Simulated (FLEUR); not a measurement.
# CdSe (F-43m) in FLEUR: further runs

The runs below take CdSe through band structure, equation of state, with LDA (Wigner correlation).

Everything below comes from runs of FLEUR MaX-R8.1 (later development tree). Logs are shortened: lines on timing, memory, paths and dates and some standing lists are left out, and cuts for length are marked.

## 1. The crystal as given

It takes space group F-43m (No. 216, cubic). Conventional cell: a = 6.141 Å, b = 6.141 Å, c = 6.141 Å, α = 90.00°, β = 90.00°, γ = 90.00°. Cd (site symmetry -43m) is surrounded by 4 Se at 2.66 Å. Se (site symmetry -43m) is surrounded by 4 Cd at 2.66 Å.

Measurements of this composition are mostly on another form, of space group No. 186.

## 2. Band structure, LDA (Wigner correlation)

The input, inp.xml:

```xml
<?xml version="1.0" encoding="UTF-8" standalone="no"?>
<fleurInput fleurInputVersion="0.39">
   <comment>
      CdSe                                                                                                
   </comment>
   <calculationSetup>
      <cutoffs Kmax="3.88" Gmax="12.0" GmaxXC="12.0" numbands="0"/>
      <scfLoop itmax="60" minDistance="0.00001" maxIterBroyd="15" imix="Anderson" alpha="0.05" precondParam="0.0" spinf="2.0" sdNocoIR="T"/>
      <coreElectrons ctail="T" frcor="F" kcrel="0" coretail_lmax="0"/>
      <xcFunctional name="wign" relativisticCorrections="F"/>
      <magnetism jspins="1"/>
      <soc l_soc="F" theta="0.0" phi="0.0" spav="F"/>
      <expertModes spex="0" secvar="F"/>
      <geometryOptimization l_f="F" forcealpha="1.0" forcemix="BFGS" epsdisp="0.00001" epsforce="0.00001"/>
      <ldaU l_linMix="F" mixParam="0.05" spinf="1.0"/>
   </calculationSetup>
   <cell>
      <bzIntegration valenceElectrons="36.0" mode="hist" fermiSmearingEnergy="0.00183747">
         <kPointListSelection listName="default-1"/>
         <!-- k-points included here -->
         <xi:include xmlns:xi="http://www.w3.org/2001/XInclude" href="kpts.xml"> </xi:include>
      </bzIntegration>
      <!-- symmetry operations included here -->
      <xi:include xmlns:xi="http://www.w3.org/2001/XInclude" href="sym.xml"> </xi:include>
      <bulkLattice scale="1.0">
[... 29 lines left out ...]
            <stateOccupation state="(4p3/2)" spinUp="1.333333" spinDown="1.333333"/>
         </electronConfig>
         <energyParameters s="4" p="4" d="4" f="4"/>
         <lo type="SCLO" l="2" n="3" eDeriv="0"/>
         <lo type="SCLO" l="0" n="4" eDeriv="2"/>
         <lo type="SCLO" l="1" n="4" eDeriv="2"/>
         <lo type="SCLO" l="3" n="4" eDeriv="2"/>
      </species>
   </atomSpecies>
   <atomGroups>
      <atomGroup species="Cadmium (Cd)">
         <relPos label="                   1">.0000000000 .0000000000 .0000000000</relPos>
         <force calculate="T" relaxXYZ="TTT"/>
      </atomGroup>
      <atomGroup species="Selenium (Se)">
         <relPos label="                   2">1.000/4.000 1.000/4.000 1.000/4.000</relPos>
         <force calculate="T" relaxXYZ="TTT"/>
      </atomGroup>
   </atomGroups>
   <output dos="F" band="F" slice="F">
      <checks vchk="F" cdinf="F"/>
      <bandDOS minEnergy="-.5*Htr" maxEnergy="0.5*Htr" sigma="0.015" storeEVData="T"/>
      <vacuumDOS vacdos="F" integ="F" star="F" nstars="0" locx1="0.0" locy1="0.0" locx2="0.0" locy2="0.0" nstm="0" tworkf="0.0"/>
      <unfoldingBand unfoldBand="F" supercellX="1" supercellY="1" supercellZ="1"/>
      <plotting iplot="0" polar="F">
         <plot TwoD="T" vec1="  1.0  0.0  0.0" vec2="  0.0  1.0  0.0" vec3="  0.0  0.0  1.0" zero="  0.0  0.0  0.0" file="plot"/>
      </plotting>
      <chargeDensitySlicing numkpt="0" minEigenval="0.0" maxEigenval="0.0" nnne="0" pallst="F"/>
      <specialOutput eonly="F"/>
      <moessbauerParams electricFieldGradient="T" isomerShift="T" coreHyperfine="T" valenceHyperfine="T"/>
      <magneticCircularDichroism mcd="F" energyLo="-10.0" energyUp="0.0"/>
   </output>
  <!-- We include the file relax.xml here to enable relaxations (see documentation) -->
  <xi:include xmlns:xi="http://www.w3.org/2001/XInclude" href="relax.xml"> <xi:fallback/> </xi:include>
</fleurInput>
```

The input, crystal.txt:

```
CdSe
&input cartesian=F /
0.0000000000  3.0702711986  3.0702711986
3.0702711986  0.0000000000  3.0702711986
3.0702711986  3.0702711986  0.0000000000
1.8897261246
1.0 1.0 1.0

2
48 0.0000000000  0.0000000000  0.0000000000
34 0.2500000000  0.2500000000  0.2500000000

&kpt div1=8 div2=8 div3=8 gamma=T /
```

The input, inp.xml (bands):

```
<?xml version="1.0" encoding="UTF-8" standalone="no"?>
<fleurInput fleurInputVersion="0.39">
   <comment>
      CdSe                                                                                                
   </comment>
   <calculationSetup>
      <cutoffs Kmax="3.88" Gmax="12.0" GmaxXC="12.0" numbands="0"/>
      <scfLoop itmax="60" minDistance="0.00001" maxIterBroyd="15" imix="Anderson" alpha="0.05" precondParam="0.0" spinf="2.0" sdNocoIR="T"/>
      <coreElectrons ctail="T" frcor="F" kcrel="0" coretail_lmax="0"/>
      <xcFunctional name="wign" relativisticCorrections="F"/>
      <magnetism jspins="1"/>
      <soc l_soc="F" theta="0.0" phi="0.0" spav="F"/>
      <expertModes spex="0" secvar="F"/>
      <geometryOptimization l_f="F" forcealpha="1.0" forcemix="BFGS" epsdisp="0.00001" epsforce="0.00001"/>
      <ldaU l_linMix="F" mixParam="0.05" spinf="1.0"/>
   </calculationSetup>
   <cell>
      <bzIntegration valenceElectrons="36.0" mode="hist" fermiSmearingEnergy="0.00183747">
         <kPointListSelection listName="path-1"/>
         <!-- k-points included here -->
         <xi:include xmlns:xi="http://www.w3.org/2001/XInclude" href="kpts.xml"> </xi:include>
      </bzIntegration>
      <!-- symmetry operations included here -->
      <xi:include xmlns:xi="http://www.w3.org/2001/XInclude" href="sym.xml"> </xi:include>
      <bulkLattice scale="1.0">
         <bravaisMatrix>
[... 28 lines left out ...]
            <stateOccupation state="(4p3/2)" spinUp="1.333333" spinDown="1.333333"/>
         </electronConfig>
         <energyParameters s="4" p="4" d="4" f="4"/>
         <lo type="SCLO" l="2" n="3" eDeriv="0"/>
         <lo type="SCLO" l="0" n="4" eDeriv="2"/>
         <lo type="SCLO" l="1" n="4" eDeriv="2"/>
         <lo type="SCLO" l="3" n="4" eDeriv="2"/>
      </species>
   </atomSpecies>
   <atomGroups>
      <atomGroup species="Cadmium (Cd)">
         <relPos label="                   1">.0000000000 .0000000000 .0000000000</relPos>
         <force calculate="T" relaxXYZ="TTT"/>
      </atomGroup>
      <atomGroup species="Selenium (Se)">
         <relPos label="                   2">1.000/4.000 1.000/4.000 1.000/4.000</relPos>
         <force calculate="T" relaxXYZ="TTT"/>
      </atomGroup>
   </atomGroups>
   <output dos="F" band="T" slice="F">
      <checks vchk="F" cdinf="F"/>
      <bandDOS minEnergy="-.5*Htr" maxEnergy="0.5*Htr" sigma="0.015" storeEVData="T"/>
      <vacuumDOS vacdos="F" integ="F" star="F" nstars="0" locx1="0.0" locy1="0.0" locx2="0.0" locy2="0.0" nstm="0" tworkf="0.0"/>
      <unfoldingBand unfoldBand="F" supercellX="1" supercellY="1" supercellZ="1"/>
      <plotting iplot="0" polar="F">
         <plot TwoD="T" vec1="  1.0  0.0  0.0" vec2="  0.0  1.0  0.0" vec3="  0.0  0.0  1.0" zero="  0.0  0.0  0.0" file="plot"/>
      </plotting>
      <chargeDensitySlicing numkpt="0" minEigenval="0.0" maxEigenval="0.0" nnne="0" pallst="F"/>
      <specialOutput eonly="F"/>
      <moessbauerParams electricFieldGradient="T" isomerShift="T" coreHyperfine="T" valenceHyperfine="T"/>
      <magneticCircularDichroism mcd="F" energyLo="-10.0" energyUp="0.0"/>
   </output>
  <!-- We include the file relax.xml here to enable relaxations (see documentation) -->
  <xi:include xmlns:xi="http://www.w3.org/2001/XInclude" href="relax.xml"> <xi:fallback/> </xi:include>
</fleurInput>
```

Potentials or basis: all-electron, FLAPW.

On the command line:

```
$ inpgen -f crystal.txt -profile fastHighL
$ # inp.xml edited to the form shown
$ fleur_MPI
$ fleur_MPI   # second run, on inp.xml (bands)
```

The log of the run:

```text
Welcome to FLEUR        (www.flapw.de)
      MaX-Release 8.1          (www.max-centre.eu)

 ========== k-point set info ==========
 Selected k-point list: default-1
 k-point list type: mesh
 8 x 8 x 8
 Number of k points: 29

 ------------Calculation Setup---------------------------
 Number of MPI-tasks      :            1
 Number of PE/node        :            1
 Number of OMP-threads    :            1
 Most efficient MPI parallelization for:
           1          29
 Additional eigenvalue parallelization possible
 Number of basis functions:          466
 Approximate size of matrices (H+S) per k-point:         0.006 GB
 --------------------------------------------------------
 Iteration:     1   Distance:       5.91441280 me/bohr^3
 Iteration:     2   Distance:       5.33975326 me/bohr^3
 Iteration:     3   Distance:       3.16537635 me/bohr^3
 Iteration:     4   Distance:       1.05410515 me/bohr^3
 Iteration:     5   Distance:       0.82215846 me/bohr^3
 Iteration:     6   Distance:       0.15471101 me/bohr^3
 Iteration:     7   Distance:       0.08711148 me/bohr^3
 Iteration:     8   Distance:       0.05032135 me/bohr^3
 Iteration:     9   Distance:       0.00625122 me/bohr^3
 Iteration:    10   Distance:       0.00648263 me/bohr^3
 Iteration:    11   Distance:       0.00079863 me/bohr^3
 Iteration:    12   Distance:       0.00024407 me/bohr^3
 Iteration:    13   Distance:       0.00008856 me/bohr^3
 Iteration:    14   Distance:       0.00000579 me/bohr^3

 ********************************************************************
 Run finished successfully
 Stop message:
   all done
 ********************************************************************
```

output (bands):

```text
Welcome to FLEUR        (www.flapw.de)
      MaX-Release 8.1          (www.max-centre.eu)

 ========== k-point set info ==========
 Selected k-point list: path-1
 k-point list type: path
 Number of k points: 60

 ------------Calculation Setup---------------------------
 Number of MPI-tasks      :            1
 Number of PE/node        :            1
 Number of OMP-threads    :            1
 Most efficient MPI parallelization for:
           1           2           3           4           5           6          10          12          15          20          30          60
 Additional eigenvalue parallelization possible
 Number of basis functions:          466
 Approximate size of matrices (H+S) per k-point:         0.006 GB
 --------------------------------------------------------
 Fermi energy correction for metals:
 Fermi energy in bands.* files may not be consistent with last density.
 Please correct it manually (e.g. in band.gnu file).

 Note: Band structure data (together with different weights) is also stored in the banddos.hdf file.
       A convenient way of extracting and plotting the data from that file is by making use of the

 ********************************************************************
 Run finished successfully
 Stop message:
   Charge density postprocessing done.
 ********************************************************************
```

out.xml (last iteration):

```text
<iteration numberForCurrentRun="   14" overallNumber="   14">
         <energyParameters units="Htr">
            <atomicEP atomType="1" spin="1" branch="5s" branchLowest="-3.59" branchHighest="1.14" value="-0.0025482190"/>
            <atomicEP atomType="1" spin="1" branch="5p" branchLowest="-2.16" branchHighest="1.79" value="0.1606809610"/>
            <atomicEP atomType="1" spin="1" branch="4d" branchLowest="-14.16" branchHighest="-0.05" value="-0.1453559022"/>
            <atomicEP atomType="1" spin="1" branch="4f" branchLowest="-9.99" branchHighest="2.03" value="0.4781984206"/>
            <loAtomicEP atomType="1" spin="1" branch="4s" branchLowest="-26.61" branchHighest="-3.59" value="-3.5975526845"/>
            <loAtomicEP atomType="1" spin="1" branch="4p" branchLowest="-21.76" branchHighest="-2.16" value="-2.1766454089"/>
            <loAtomicEP atomType="1" spin="1" branch="4p" branchLowest="-21.76" branchHighest="-2.16" value="-2.1766454089"/>
            <loAtomicEP atomType="1" spin="1" branch="4d" branchLowest="-14.16" branchHighest="-0.05" value="-0.1537409774"/>
            <loAtomicEP atomType="1" spin="1" branch="4f" branchLowest="-9.99" branchHighest="2.03" value="0.4782007601"/>
            <atomicEP atomType="2" spin="1" branch="4s" branchLowest="-7.43" branchHighest="0.47" value="-0.3625769880"/>
            <atomicEP atomType="2" spin="1" branch="4p" branchLowest="-5.23" branchHighest="1.21" value="-0.0503721579"/>
            <atomicEP atomType="2" spin="1" branch="4d" branchLowest="-1.57" branchHighest="2.50" value="0.1910686871"/>
            <atomicEP atomType="2" spin="1" branch="4f" branchLowest="-9.99" branchHighest="3.43" value="0.3546199995"/>
            <loAtomicEP atomType="2" spin="1" branch="3d" branchLowest="-9.99" branchHighest="-1.57" value="-1.5842517806"/>
            <loAtomicEP atomType="2" spin="1" branch="4s" branchLowest="-7.43" branchHighest="0.47" value="-0.3625769880"/>
            <loAtomicEP atomType="2" spin="1" branch="4p" branchLowest="-5.23" branchHighest="1.21" value="-0.0528427971"/>
            <loAtomicEP atomType="2" spin="1" branch="4f" branchLowest="-9.99" branchHighest="3.43" value="0.3546228580"/>
         </energyParameters>
         <eigenvalues>
            <eigenvaluesAt spin="1" ikpt="1" k_x="0.00000000" k_y="0.00000000" k_z="0.00000000">
                      -3.5975484306       -2.1704168279       -2.1704168279       -2.1704168279       -1.5860378540
                      -1.5860378540       -1.5860378540       -1.5859155203       -1.5859155203       -0.3433242533
                      -0.1655747254       -0.1655747254       -0.1655747254       -0.1521258726       -0.1521258726
                       0.1172145814        0.1172145814        0.1172145814        0.1245918426        0.3272623509
                       0.3272623509        0.3272623509        0.4565396702        0.5209362301        0.5209362301
                       0.5448737492        0.5448737492        0.5448737492
            </eigenvaluesAt>
            <eigenvaluesAt spin="1" ikpt="2" k_x="0.00000000" k_y="0.00000000" k_z="0.12500000">
                      -3.5975483566       -2.1704180709       -2.1704167753       -2.1704167753       -1.5860422097
[... 61 lines left out ...]
               <shell n="2" l="0" isomerShift="16271.09649"/>
               <shell n="2" l="1" isomerShift="357.17467"/>
               <shell n="3" l="0" isomerShift="3099.55924"/>
               <shell n="3" l="1" isomerShift="73.18385"/>
               <shell n="3" l="2" isomerShift="0.00001"/>
            </coreIsomerShift>
            <coreIsomerShift atomType="2" isTotal="39783.96743">
               <shell n="1" l="0" isomerShift="35523.36590"/>
               <shell n="2" l="0" isomerShift="3640.89440"/>
               <shell n="2" l="1" isomerShift="36.71451"/>
               <shell n="3" l="0" isomerShift="577.11481"/>
               <shell n="3" l="1" isomerShift="5.87782"/>
            </coreIsomerShift>
            <isomerShift atomType="1" nucleusRadius="0.0001140" averageDensity="161502.86864"/>
            <isomerShift atomType="2" nucleusRadius="0.0001013" averageDensity="39839.94448"/>
            <electricFieldGradient atomType="1" VXX="0.00000" VYY="0.00000" VZZ="0.00000" asymParam="0.00000">
            </electricFieldGradient>
            <electricFieldGradient atomType="2" VXX="0.00000" VYY="0.00000" VZZ="0.00000" asymParam="0.00000">
            </electricFieldGradient>
         </moessbauerParams>
         <totalEnergy                                    value="    -8014.8526811951" units="Htr">
            <sumOfEigenvalues                            value="    -4763.5188222445">
               <coreElectrons value="-4725.4730328795"/>
               <valenceElectrons value="-38.0457893650"/>
            </sumOfEigenvalues>
            <densityCoulombPotentialIntegral value="-12799.5404125763"/>
            <densityEffectivePotentialIntegral value="-13106.3439540087"/>
            <chargeDenXCDenIntegral value="-231.1408748307"/>
            <FockExchangeEnergyValence value="0.0000000000"/>
            <FockExchangeEnergyCore value="0.0000000000"/>
            <atomTypeDependentContributions atomType="1">
               <electronNucleiInteractionDifferentMTs value="6771.9485061290"/>
               <MadelungTerm value="-17.9372015498"/>
            </atomTypeDependentContributions>
            <atomTypeDependentContributions atomType="2">
               <electronNucleiInteractionDifferentMTs value="2917.6225789929"/>
               <MadelungTerm value="-19.2584451687"/>
            </atomTypeDependentContributions>
            <tkbTimesEntropy value="0.0000127804"/>
            <freeEnergy value="-8014.8526939754"/>
            <extrapolationTo0K value="-8014.8526875852"/>
         </totalEnergy>
         <densityConvergence units="me/bohr^3">
            <chargeDensity spin="1" distance="0.0000057905"/>
         </densityConvergence>
      </iteration>
```

Run time: 65 s. Hardware: 1 thread of Arm Neoverse V1, shared host; peak memory 0.06 GiB.

What came out:

```yaml
Free_energy: -218095.2524 eV
Band_gap_on_the_k_mesh: 0.20 eV, direct
Band_gap_along_the_path: 0.20 eV, direct
Valence_electrons_inside_the_program's_atomic_spheres: Cd 18.46; Se 13.68 (radii Cd 2.52, Se 2.14 bohr)
```

Levels at the corners of the path, in eV from the valence-band top:
```
point  band 14  band 15  band 16  band 17  band 18  band 19  band 20  band 21  band 22  band 23
    Γ    -7.33    -7.33     0.00     0.00     0.00     0.20     5.72     5.72     5.72     9.23
    X    -7.27    -7.01    -4.08    -1.83    -1.83     2.87     3.51     8.62     9.79     9.79
    W    -7.33    -6.89    -3.99    -2.21    -2.20     4.75     4.95     6.12     7.28    10.06
    K    -7.30    -6.92    -4.02    -2.51    -1.50     3.44     4.88     7.87     8.27     8.30
    Γ    -7.33    -7.33     0.00     0.00     0.00     0.20     5.72     5.72     5.72     9.23
    L    -7.31    -7.07    -4.38    -0.74    -0.74     2.06     6.23     6.23     6.99     9.53
    U    -7.30    -6.92    -4.02    -2.51    -1.50     3.44     4.88     7.87     8.27     8.30
    W    -7.33    -6.89    -3.99    -2.21    -2.20     4.75     4.95     6.12     7.28    10.06
    L    -7.31    -7.07    -4.38    -0.74    -0.74     2.06     6.23     6.23     6.99     9.53
    K    -7.30    -6.92    -4.02    -2.51    -1.50     3.44     4.88     7.87     8.27     8.30
    U    -7.30    -6.92    -4.02    -2.51    -1.50     3.44     4.88     7.87     8.27     8.30
    X    -7.27    -7.01    -4.08    -1.83    -1.83     2.87     3.51     8.62     9.79     9.79
```

Core levels (eV from the Fermi level):
```
atom                                                                                                                             levels
1 Cd  1s1/2 -26471.9, 2s1/2 -3925.7, 2p1/2 -3656.4, 2p3/2 -3464.2, 3s1/2 -727.3, 3p1/2 -619.3, 3p3/2 -585.0, 3d3/2 -393.0, 3d5/2 -386.0
2 Se                              1s1/2 -12471.6, 2s1/2 -1596.7, 2p1/2 -1433.0, 2p3/2 -1391.4, 3s1/2 -205.7, 3p1/2 -149.7, 3p3/2 -143.8
```

## 3. Equation of state, LDA (Wigner correlation), 27.21 Å³/atom (volume scaled by 0.94)

Changes to inp.xml since step 2:

```diff
@@ -6,3 +6,3 @@
    <calculationSetup>
-      <cutoffs Kmax="3.88" Gmax="12.0" GmaxXC="12.0" numbands="0"/>
+      <cutoffs Kmax="4.01" Gmax="12.4" GmaxXC="12.4" numbands="0"/>
       <scfLoop itmax="60" minDistance="0.00001" maxIterBroyd="15" imix="Anderson" alpha="0.05" precondParam="0.0" spinf="2.0" sdNocoIR="T"/>
@@ -24,3 +24,3 @@
       <xi:include xmlns:xi="http://www.w3.org/2001/XInclude" href="sym.xml"> </xi:include>
-      <bulkLattice scale="1.0">
+      <bulkLattice scale="0.9795861087">
          <bravaisMatrix>
@@ -34,3 +34,3 @@
       <species name="Cadmium (Cd)" element="Cd" atomicNumber="48">
-         <mtSphere radius="2.52" gridPoints="833" logIncrement="0.015"/>
+         <mtSphere radius="2.44" gridPoints="833" logIncrement="0.015"/>
          <atomicCutoffs lmax="10" lnonsphr="8"/>
@@ -48,3 +48,3 @@
       <species name="Selenium (Se)" element="Se" atomicNumber="34">
-         <mtSphere radius="2.14" gridPoints="707" logIncrement="0.018"/>
+         <mtSphere radius="2.07" gridPoints="707" logIncrement="0.018"/>
          <atomicCutoffs lmax="9" lnonsphr="7"/>
```

Potentials or basis: all-electron, FLAPW.

On the command line:

```
$ inpgen -f crystal.txt -profile fastHighL
$ # inp.xml edited to the form shown
$ fleur_MPI
```

Wall time 60 s (1 thread of Arm Neoverse V1, shared host); peak memory 0.08 GiB.

Results (log left out):

| Item | Value |
| --- | --- |
| Free energy | -218095.2441 eV |
| Band gap on the k mesh | 0.32 eV, direct |
| Valence electrons inside the program's atomic spheres | Cd 18.33; Se 13.48 (radii Cd 2.44, Se 2.07 bohr) |

## 4. Equation of state, LDA (Wigner correlation), 27.78 Å³/atom (volume scaled by 0.96)

Changes to inp.xml since step 3:

```diff
@@ -24,3 +24,3 @@
       <xi:include xmlns:xi="http://www.w3.org/2001/XInclude" href="sym.xml"> </xi:include>
-      <bulkLattice scale="0.9795861087">
+      <bulkLattice scale="0.9864848297">
          <bravaisMatrix>
```

On the command line:

```
$ inpgen -f crystal.txt -profile fastHighL
$ # inp.xml edited to the form shown
$ fleur_MPI
```

It took 63 s on 1 thread of Arm Neoverse V1, shared host; peak memory 0.08 GiB.

Results (log left out):

- Free energy: -218095.2505 eV
- Band gap on the k mesh: 0.28 eV, direct
- Valence electrons inside the program's atomic spheres: Cd 18.32; Se 13.47 (radii Cd 2.44, Se 2.07 bohr)

(Continued in part 2 of 2.)
